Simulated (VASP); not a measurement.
## WSe2: relaxation of cell and atoms with PBE+D3(BJ)

Slab: WSe2, a slab with vacuum.

```
CELL_PARAMETERS angstrom
3.29000 0.00000 0.00000
-1.64500 2.84922 0.00000
0.00000 0.00000 34.31626
ATOMIC_POSITIONS crystal
Se 0.33333 0.66667 0.26227
Se 0.33333 0.66667 0.35978
Se 0.66667 0.33333 0.45124
Se 0.66667 0.33333 0.54876
Se 0.33333 0.66667 0.64022
Se 0.33333 0.66667 0.73773
W 0.66667 0.33333 0.31102
W 0.33333 0.66667 0.50000
W 0.66667 0.33333 0.68898
```

```
Program                : VASP 6.6.1
Task                   : relaxation of cell and atoms
Functional             : PBE
Dispersion             : D3(BJ)
Potentials or basis    : VASP PAW PBE potentials, release 64 (Se, W_sv)
Cutoff                 : 600 eV
k mesh                 : 12 × 12 × 1
Occupations            : gaussian, width 0.03 eV
Spin                   : no spin polarisation
Further INCAR settings : ALGO = Normal; EDIFF = 1e-06; IBRION = 2; EDIFFG = -0.01; NSW = 90; ISIF = 3
```

* Relaxed volume: 35.58 Å³/atom
* Relaxed cell: a = 3.283 Å, b = 3.283 Å, c = 34.316 Å, α = 90.00°, β = 90.00°, γ = 120.00°
* Space group after relaxing (to 0.05 Å): P-6m2 (No. 187)
* Energy gained by relaxing: 1.5 meV/atom
* Ionic steps: 26
* Largest force after relaxing: 0.009 eV/Å
* Band gap on the k mesh: 1.09 eV, indirect (least direct gap 1.59 eV)
* Dispersion energy per atom: -0.427 eV

Forces on the atoms (eV/Å):
```
Se   0.000  0.000 -0.001
Se   0.000  0.000 -0.005
Se   0.000  0.000 -0.009
Se   0.000  0.000  0.009
Se   0.000  0.000  0.005
Se   0.000  0.000  0.001
W    0.000  0.000  0.003
W    0.000  0.000  0.000
W    0.000  0.000 -0.003
```

The path:
```tsv
step	energy change (eV)	largest force (eV/Å)	pressure (GPa)	volume (Å³)
1	0.0000	0.2392	0.30	321.68
2	-0.0069	0.0299	-0.36	322.20
3	-0.0069	0.0381	-0.34	322.18
4	-0.0098	0.0182	-0.05	319.69
5	-0.0099	0.0149	-0.10	320.08
6	-0.0099	0.0151	-0.10	320.04
7	-0.0099	0.0169	-0.08	319.87
8	-0.0099	0.0154	-0.09	320.00
9	-0.0099	0.0181	-0.10	320.01
10	-0.0101	0.0274	-0.12	320.02
11	-0.0103	0.0462	-0.16	320.05
12	-0.0104	0.0828	-0.24	320.12
13	-0.0104	0.0828	-0.24	320.11
14	-0.0104	0.0820	-0.24	320.10
15	-0.0105	0.0814	-0.23	320.07
16	-0.0106	0.0803	-0.21	320.00
17	-0.0109	0.0777	-0.18	319.87
18	-0.0112	0.0724	-0.12	319.62
19	-0.0114	0.0617	0.01	319.10
20	-0.0118	0.0557	0.00	319.23
21	-0.0127	0.0383	-0.01	319.61
22	-0.0129	0.0466	-0.03	320.36
23	-0.0131	0.0331	-0.01	320.07
24	-0.0131	0.0341	-0.02	320.09
25	-0.0132	0.0177	0.00	320.16
26	-0.0133	0.0094	0.02	320.26
```

Final structure:
```cif
data_structure
_symmetry_space_group_name_H-M 'P 1'
_symmetry_Int_Tables_number 1
_cell_length_a 3.2827
_cell_length_b 3.2827
_cell_length_c 34.3163
_cell_angle_alpha 90.000
_cell_angle_beta 90.000
_cell_angle_gamma 120.000
_cell_volume 320.26
loop_
_atom_site_label
_atom_site_type_symbol
_atom_site_fract_x
_atom_site_fract_y
_atom_site_fract_z
_atom_site_occupancy
Se1 Se 0.33333 0.66667 0.26435 1
Se2 Se 0.33333 0.66667 0.36268 1
Se3 Se 0.66667 0.33333 0.45089 1
Se4 Se 0.66667 0.33333 0.54911 1
Se5 Se 0.33333 0.66667 0.63732 1
Se6 Se 0.33333 0.66667 0.73565 1
W1 W 0.66667 0.33333 0.31352 1
W2 W 0.33333 0.66667 0.50000 1
W3 W 0.66667 0.33333 0.68648 1
```

Levels at points of the mesh, in eV from the valence-band top:
```
           k point  band 37  band 38  band 39  band 40  band 41  band 42
(0.00, 0.00, 0.00)    -0.91    -0.27     0.00     2.70     2.70     2.71
(0.50, 0.00, 0.00)    -1.23    -1.11    -1.02     2.22     2.25     2.26
```

Wall time 43 min on 4 MPI ranks on Intel(R) Xeon(R) Platinum 8375C CPU @ 2.90GHz (Ice Lake) (shared host), peak memory 0.74 GiB a rank.

Caveat: spin-orbit coupling is left out, which moves the levels of the heavy elements. As with any semilocal functional, this PBE gap is likely too small.
